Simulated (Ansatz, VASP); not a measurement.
## Mo: VASP beside Ansatz

```
Mo
1.0
     2.73551    0.00000    0.00000
    -1.36776    2.36902    0.00000
     0.00000    0.00000    2.47853
Mo
1
Direct
  0.00000 0.00000 0.50000
```

Change from the starting cell: strain +0.000 along x and y, -0.030 along z, atoms carried along.

Alike in both runs: task single point; functional PBEsol; k mesh 18 × 18 × 18; occupations gaussian, width 0.15 eV; no spin polarisation.

|  | VASP | Ansatz |
| --- | --- | --- |
| version | VASP 6.6.1 | Ansatz 0.2.0 |
| potentials or method | VASP PAW PBE potentials, release 64 (Mo_sv) | scalar-relativistic, plane waves, PAW |
| plane-wave cutoff (eV) | 520 | 420 |
| valence electrons in the cell | 14 | 14 |

```tsv
	VASP	Ansatz	Ansatz less VASP
gap on the k mesh at the Fermi level (eV)	none	none	-
pressure (GPa)	3.7	3.0	-0.66
largest component of the traceless stress (GPa)	1.54	1.26	-0.278
```

A gap of «none» marks a metal or a gap that the smearing closes. With one functional, cell and mesh, what is left measures potentials, basis and numerics.

Caveats: the PAW data sets were made with another functional, which shifts forces and pressure a little (VASP).
